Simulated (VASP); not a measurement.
# CdS (Greenockite) (P6_3mc) in VASP: notebook

The runs below take CdS (Greenockite) through single point, with PBE.

Everything below comes from runs of VASP 6.6.1. Logs are shortened: lines on timing, memory, paths and dates and some standing lists are left out, and cuts for length are marked.

**The experiment to reproduce.**

“Isotope dependence of band-gap energy”, 2008, arxiv:0807.2152 quotes, for a bulk crystal of CdS: band gap 2.5809 ± 0.0002 eV.

The runs below are set against these values where they give the same quantity.

### 1 The crystal as given

The structure is hexagonal, space group P6_3mc (No. 186). The conventional cell has a = 4.150 Å, b = 4.150 Å, c = 6.737 Å, α = 90.00°, β = 90.00°, γ = 120.00°. Around Cd (site symmetry 3m) lie 4 S at 2.53 to 2.54 Å. Around S (site symmetry 3m) lie 4 Cd at 2.53 to 2.54 Å.

### 2 Single point, PBE

Contents of INCAR:

```
SYSTEM = CdS
PREC = Accurate
ENCUT = 450
EDIFF = 1E-6
ISMEAR = 0
SIGMA = 0.02
LREAL = .FALSE.
LASPH = .TRUE.
NELM = 80
ALGO = Normal
ISIF = 2
LWAVE = .FALSE.
LCHARG = .TRUE.
GGA = PE
LELF = .TRUE.
LVHAR = .TRUE.
```

Contents of KPOINTS:

```
regular mesh
0
G
  4 4 2
  0 0 0
```

Contents of POSCAR:

```
CdS
1.0
    4.1500000000      0.0000000000      0.0000000000
   -2.0750000000      3.5940054257      0.0000000000
    0.0000000000      0.0000000000      6.7370000000
Cd S
2 2
Direct
    0.6666666667      0.3333333333      0.5000000000
    0.3333333333      0.6666666667      0.0000000000
    0.6666666667      0.3333333333      0.8750000000
    0.3333333333      0.6666666667      0.3750000000
```

Potentials or basis: VASP PAW PBE potentials, release 64 (Cd_GW, S_GW).

On the command line:

```console
> cat potpaw_PBE.64/Cd_GW/POTCAR potpaw_PBE.64/S_GW/POTCAR > POTCAR
> mpirun -np 1 vasp_std > vasp.out
```

OUTCAR:

```text
SYSTEM = CdS
   PREC = Accurate
   ENCUT = 450
   EDIFF = 1E-6
   ISMEAR = 0
   LREAL = .FALSE.
   LASPH = .TRUE.
   NELM = 80
   ISIF = 2
   GGA = PE

 ion  position               nearest neighbor table
   1  0.667  0.333  0.500-   3 2.53   4 2.54   4 2.54   4 2.54
   2  0.333  0.667  0.000-   4 2.53   3 2.54   3 2.54   3 2.54
   3  0.667  0.333  0.875-   1 2.53   2 2.54   2 2.54   2 2.54
   4  0.333  0.667  0.375-   2 2.53   1 2.54   1 2.54   1 2.54

  LATTYP: Found a hexagonal cell.
 ALAT       =     4.1500000000
 C/A-ratio  =     1.6233734940

  Lattice vectors:

 A1 = (   4.1500000000,   0.0000000000,   0.0000000000)
 A2 = (  -2.0750000000,   3.5940054257,   0.0000000000)
 A3 = (   0.0000000000,   0.0000000000,   6.7370000000)

Analysis of symmetry for initial positions (statically):
=====================================================================
 Subroutine PRICEL returns:
 Original cell was already a primitive cell.

 Routine SETGRP: Setting up the symmetry group for a
 hexagonal supercell.

 Subroutine GETGRP returns: Found 12 space group operations
 (whereof  6 operations were pure point group operations)
 out of a pool of 24 trial point group operations.

The static configuration has the point symmetry C_3v.
 The point group associated with its full space group is C_6v.

Analysis of symmetry for dynamics (positions and initial velocities):
=====================================================================
 Subroutine PRICEL returns:
 Original cell was already a primitive cell.

 Routine SETGRP: Setting up the symmetry group for a
 hexagonal supercell.

 Subroutine GETGRP returns: Found 12 space group operations
 (whereof  6 operations were pure point group operations)
 out of a pool of 24 trial point group operations.

The dynamic configuration has the point symmetry C_3v.
 The point group associated with its full space group is C_6v.

 Subroutine INISYM returns: Found 12 space group operations
 (whereof  6 operations are pure point group operations),
 and found     1 'primitive' translations

----------------------------------------------------------------------------------------

                                     Primitive cell

  volume of cell :     100.4832

  direct lattice vectors                    reciprocal lattice vectors
     4.150000000  0.000000000  0.000000000     0.240963855  0.139120547  0.000000000
    -2.075000000  3.594005426  0.000000000     0.000000000  0.278241094  0.000000000
     0.000000000  0.000000000  6.737000000     0.000000000  0.000000000  0.148434021

  length of vectors
     4.150000000  4.150000000  6.737000000     0.278241094  0.278241094  0.148434021

  position of ions in fractional coordinates (direct lattice)
     0.666666667  0.333333333  0.500000000
     0.333333333  0.666666667  0.000000000
     0.666666667  0.333333333  0.875000000
     0.333333333  0.666666667  0.375000000

  ion indices of the primitive-cell ions
   primitive index   ion index
                 1           1
                 2           2
                 3           3
                 4           4

----------------------------------------------------------------------------------------

 KPOINTS: regular mesh

Automatic generation of k-mesh.
 Grid dimensions read from file:
 generate k-points for:    4    4    2

 Generating k-lattice:

  Cartesian coordinates                     Fractional coordinates (reciprocal lattice)
     0.060240964  0.034780137  0.000000000     0.250000000  0.000000000  0.000000000
     0.000000000  0.069560273  0.000000000     0.000000000  0.250000000  0.000000000
     0.000000000  0.000000000  0.074217011     0.000000000  0.000000000  0.500000000

  Length of vectors
     0.069560273  0.069560273  0.074217011

  Shift w.r.t. Gamma in fractional coordinates (k-lattice)
     0.000000000  0.000000000  0.000000000

 Subroutine IBZKPT returns following result:
 ===========================================

 Found      8 irreducible k-points:

 Following reciprocal coordinates:
            Coordinates               Weight
  0.000000  0.000000  0.000000      1.000000
  0.250000 -0.000000  0.000000      6.000000
  0.500000 -0.000000  0.000000      3.000000
  0.250000  0.250000  0.000000      6.000000
  0.000000  0.000000  0.500000      1.000000
  0.250000 -0.000000  0.500000      6.000000
  0.500000 -0.000000  0.500000      3.000000
  0.250000  0.250000  0.500000      6.000000
   k-points           NKPTS =      8   k-points in BZ     NKDIM =      8   number of bands    NBANDS=     22
   number of dos      NEDOS =    301   number of ions     NIONS =      4
   total plane-waves  NPLWV =  43200
   dimension x,y,z NGX =    30 NGY =   30 NGZ =   48
   dimension x,y,z NGXF=    60 NGYF=   60 NGZF=   96
   ions per type =               2   2
   NGX,Y,Z   is equivalent  to a cutoff of  12.02, 12.02, 11.84 a.u.
   NGXF,Y,Z  is equivalent  to a cutoff of  24.04, 24.04, 23.69 a.u.
 SYSTEM =  CdS
   PREC   = accura    normal or accurate (medium, high low for compatibility)
   ISTART =      0    job   : 0-new  1-cont  2-samecut
   ICHARG =      2    charge: 1-file 2-atom 10-const
   ISPIN  =      1    spin polarized calculation?
   LNONCOLLINEAR =      F non collinear calculations
   LSORBIT =      F    spin-orbit coupling
   LASPH  =      T    aspherical Exc in radial PAW
   ENCUT  =  450.0 eV  33.07 Ry    5.75 a.u.   7.18  7.18 11.65*2*pi/ulx,y,z
   NELM   =     80;   NELMIN=  2; NELMDL= -5     # of ELM steps
   EDIFF  = 0.1E-05   stopping-criterion for ELM
   LREAL  =      F    real-space projection
   EDIFFG = 0.1E-04   stopping-criterion for IOM
   NSW    =      0    number of steps for IOM
   IBRION =     -1    ionic relax: 0-MD 1-quasi-New 2-CG
   NFREE  =      0    steps in history (QN), initial steepest desc. (CG)
   ISIF   =      2    stress and relaxation
   ISYM   =      2    0-nonsym 1-usesym 2-fastsym
   POTIM  = 0.5000    time-step for ionic-motion
   TEBEG  =    0.0;   TEEND  =   0.0 temperature during run
   PSTRESS=    0.0 pullay stress
   NELECT =      36.0000    total number of electrons
   NUPDOWN=      -1.0000    fix difference up-down
   EMIN   =  10.00;   EMAX   =-10.00  energy-range for DOS
   EFERMI =   0.00;   METHOD = LEGACY
   ISMEAR =     0;   SIGMA  =   0.02  broadening in eV -4-tet -1-fermi 0-gaus
   EFERMI_NEDOS =   21; number of points for ismear=-14 and -15
   IALGO  =     38    algorithm
   IMIX   =      4    mixing-type and parameters
     AMIX     =   0.40;   BMIX     =  1.00
     AMIX_MAG =   1.60;   BMIX_MAG =  1.00
  volume/ion in A,a.u.               =      25.12       169.52
  Fermi-wavevector in a.u.,A,eV,Ry     =   1.162727  2.197236 18.394190  1.351935
  Thomas-Fermi vector in A             =   2.299285
   LORBIT       =      0    0 simple, 1 ext, 2 COOP (PROOUT), +10 PAW based schemes
   GGA     = PE    functional components
   LHFCALC =     F    Hartree Fock is set to
   AEXX    =    0.0000 exact exchange contribution
   IVDW    =     0    specifies the selected vdW correction
   LEPSILON=     F    determine dielectric tensor
   LRPA    =     F    only Hartree local field effects (RPA)
 non-spin polarized calculation
 Gauss-broadening in eV      SIGMA  =   0.02
  energy-cutoff  :      450.00
  volume of cell :      100.48
 maximum number of plane-waves:      2189
 NGX is ok and might be reduce to    30
   NGX = 15   NGY = 15   NGZ = 23

 number of electron      36.0000013 magnetization

 Free energy of the ion-electron system (eV)
  ---------------------------------------------------
  ext. energy  EPLUGINS =         0.00000000
  ---------------------------------------------------
  free energy    TOTEN  =       -12.31443411 eV

  energy without entropy =      -12.31443411  energy(sigma->0) =      -12.31443411

 E-fermi :   2.6530     XC(G=0):  -9.1081

 val. band max:        2.5367213424   @ k =   0.0000   0.0000   0.0000
 cond. band min:       3.7243213894   @ k =   0.0000   0.0000   0.0000
 fundamental gap:      1.1876000470
 Fermi energy:         2.6529791443

 k-point     1 :       0.0000    0.0000    0.0000
  band No.  band energies     occupation
      1      -9.7567      2.00000
      2      -9.3300      2.00000
      3      -5.1439      2.00000
      4      -5.1216      2.00000
      5      -5.1216      2.00000
      6      -5.0362      2.00000
[... 14 lines left out ...]
     21       8.9907      0.00000
     22       8.9950      0.00000

 k-point     2 :       0.2500   -0.0000    0.0000
  band No.  band energies     occupation
      1      -9.5674      2.00000
      2      -9.2555      2.00000
      3      -5.0801      2.00000
      4      -5.0566      2.00000
      5      -4.9786      2.00000
      6      -4.9317      2.00000
[... 14 lines left out ...]
     21       8.0217      0.00000
     22       8.9326      0.00000

 k-point     3 :       0.5000   -0.0000    0.0000
  band No.  band energies     occupation
      1      -9.3455      2.00000
      2      -9.2118      2.00000
      3      -5.0391      2.00000
      4      -5.0180      2.00000
      5      -4.8414      2.00000
      6      -4.8311      2.00000
[... 14 lines left out ...]
     21       7.6429      0.00000
     22       8.9039      0.00000

 k-point     4 :       0.2500    0.2500    0.0000
  band No.  band energies     occupation
      1      -9.3475      2.00000
      2      -9.2125      2.00000
      3      -5.0563      2.00000
      4      -4.9759      2.00000
      5      -4.8781      2.00000
      6      -4.8453      2.00000
[... 14 lines left out ...]
     21       7.6698      0.00000
     22       8.6980      0.00000

 k-point     5 :       0.0000    0.0000    0.5000
  band No.  band energies     occupation
      1      -9.5395      2.00000
      2      -9.5395      2.00000
      3      -5.0857      2.00000
      4      -5.0857      2.00000
      5      -5.0857      2.00000
      6      -5.0857      2.00000
[... 14 lines left out ...]
     21       8.7035      0.00000
     22       8.7035      0.00000

 k-point     6 :       0.2500   -0.0000    0.5000
  band No.  band energies     occupation
      1      -9.4038      2.00000
      2      -9.4038      2.00000
      3      -5.0228      2.00000
      4      -5.0228      2.00000
      5      -4.9962      2.00000
      6      -4.9962      2.00000
[... 14 lines left out ...]
     21       7.9416      0.00000
     22       7.9416      0.00000

 k-point     7 :       0.5000   -0.0000    0.5000
  band No.  band energies     occupation
      1      -9.2684      2.00000
      2      -9.2684      2.00000
      3      -5.0082      2.00000
      4      -5.0082      2.00000
      5      -4.9204      2.00000
      6      -4.9204      2.00000
[... 14 lines left out ...]
     21       7.9164      0.00000
     22       7.9164      0.00000

 k-point     8 :       0.2500    0.2500    0.5000
  band No.  band energies     occupation
      1      -9.2696      2.00000
      2      -9.2696      2.00000
      3      -4.9752      2.00000
      4      -4.9752      2.00000
      5      -4.9315      2.00000
      6      -4.9315      2.00000
[... 14 lines left out ...]
     21       8.3726      0.00000
     22       8.3726      0.00000

------------------------ aborting loop because EDIFF is reached ----------------------------------------

  FORCE on cell =-STRESS in cart. coord.  units (eV):
  Direction    XX          YY          ZZ          XY          YZ          ZX
  --------------------------------------------------------------------------------------
  -------------------------------------------------------------------------------------
  Total        1.2183145      1.2183145      1.4717411      0.0000000      0.0000000      0.0000000
  in kB       19.4256983     19.4256983     23.4665173      0.0000000      0.0000000      0.0000000
  external PRESSURE =      20.7726380 kB  Pullay stress =       0.0000000 kB

 VOLUME and BASIS-vectors are now :
 -----------------------------------------------------------------------------
  energy-cutoff  :      450.00
  volume of cell :      100.48
      direct lattice vectors                 reciprocal lattice vectors
     4.150000000  0.000000000  0.000000000     0.240963855  0.139120547  0.000000000
    -2.075000000  3.594005426  0.000000000     0.000000000  0.278241094  0.000000000
     0.000000000  0.000000000  6.737000000     0.000000000  0.000000000  0.148434021

 POSITION                                       TOTAL-FORCE (eV/Angst)
 -----------------------------------------------------------------------------------
      2.07500      1.19800      3.36850         0.000000     -0.000000     -0.054599
     -0.00000      2.39600      0.00000        -0.000000      0.000000     -0.054599
      2.07500      1.19800      5.89487        -0.000000      0.000000      0.054599
     -0.00000      2.39600      2.52637         0.000000      0.000000      0.054599
 -----------------------------------------------------------------------------------
    total drift:                               -0.000000     -0.000000     -0.000031

  FREE ENERGIE OF THE ION-ELECTRON SYSTEM (eV)
  ---------------------------------------------------
  free  energy   TOTEN  =       -12.3144341149 eV

  energy  without entropy=      -12.3144341149  energy(sigma->0) =      -12.31443411
```

It took 15 s on 1 thread of Intel Xeon 6975P-C (Granite Rapids), shared host; peak memory 0.2 GiB.

What came out:

```yaml
Free_energy: -12.3144 eV
Pressure: 2.1 GPa
Largest_force: 0.055 eV/Å
Band_gap_on_the_k_mesh: 1.19 eV, direct
```

Forces in eV/Å, atoms in the order of the input:
```
Cd   0.000  0.000 -0.055
Cd   0.000  0.000 -0.055
S    0.000  0.000  0.055
S    0.000  0.000  0.055
```

Stress tensor (GPa, compression positive):
```
1.94 0.00 0.00
0.00 1.94 0.00
0.00 0.00 2.35
```

Levels at points of the mesh, in eV from the valence-band top:
| k point | band 15 | band 16 | band 17 | band 18 | band 19 | band 20 | band 21 | band 22 |
| --- | --- | --- | --- | --- | --- | --- | --- | --- |
| (0.00, 0.00, 0.00) | -0.76 | -0.04 | 0.00 | 0.00 | 1.19 | 2.78 | 6.45 | 6.46 |
| (0.50, 0.00, 0.00) | -2.62 | -1.85 | -1.28 | -0.73 | 3.70 | 3.88 | 5.11 | 6.37 |
| (0.00, 0.00, 0.50) | -0.39 | -0.39 | -0.39 | -0.39 | 2.83 | 2.83 | 6.17 | 6.17 |
| (0.50, 0.00, 0.50) | -1.32 | -1.32 | -1.31 | -1.31 | 3.47 | 3.47 | 5.38 | 5.38 |

Caveat: the k mesh is coarse (spacing up to 0.47 Å⁻¹), so the values aren't converged.

### 3 Single point, PBE

Contents of INCAR:

```
PREC = Accurate
ENCUT = 520
EDIFF = 1E-6
ISMEAR = 0
SIGMA = 0.028000000000000004
LREAL = F
LASPH = T
NELM = 80
ALGO = Fast
ISIF = 2
LWAVE = F
LCHARG = F
GGA = PE
```

Contents of KPOINTS:

```
regular mesh
0
Gamma
  7 7 4
```

POSCAR is that of step 2.

Potentials or basis: VASP PAW PBE potentials, release 64 (Cd, S).

On the command line:

```console
> cat potpaw_PBE.64/Cd/POTCAR potpaw_PBE.64/S/POTCAR > POTCAR
> mpirun -np 1 vasp_std > vasp.out
```

Run time: 21 s. Hardware: 1 thread of Intel Xeon 6975P-C (Granite Rapids), shared host; peak memory 0.22 GiB.

Results (log left out):

```yaml
Free_energy: -12.2671 eV
Pressure: 2.4 GPa
Largest_force: 0.069 eV/Å
Band_gap_on_the_k_mesh: 1.20 eV, direct
```

Forces on the atoms (eV/Å):
```
Cd   0.000  0.000 -0.069
Cd   0.000  0.000 -0.069
S    0.000  0.000  0.069
S    0.000  0.000  0.069
```

Stress tensor (GPa, compression positive):
```
2.20 0.00 0.00
0.00 2.20 0.00
0.00 0.00 2.85
```

Levels at points of the mesh, in eV from the valence-band top:
```
           k point  band 14  band 15  band 16  band 17  band 18  band 19  band 20  band 21  band 22
(0.00, 0.00, 0.00)    -0.76    -0.76    -0.04     0.00     0.00     1.20     2.79     6.47     6.48
(0.00, 0.00, 0.50)    -2.45    -0.39    -0.39    -0.39    -0.39     2.84     2.84     6.20     6.20
```

### 4 Comparison with measurements

Step 3. Against the measured gap of CdS, 2.5809 eV (quoted in “Isotope dependence of band-gap energy”, 2008, arxiv:0807.2152), the calculated 1.20 eV is off by -1.38 eV. So large a miss can be the level of theory's own, or it may mean another phase, state or a wrong row. Spin-orbit coupling on Cd is left out. The value is that of PBE, without temperature or zero-point motion. Semilocal functionals fall short of measured gaps as a rule.
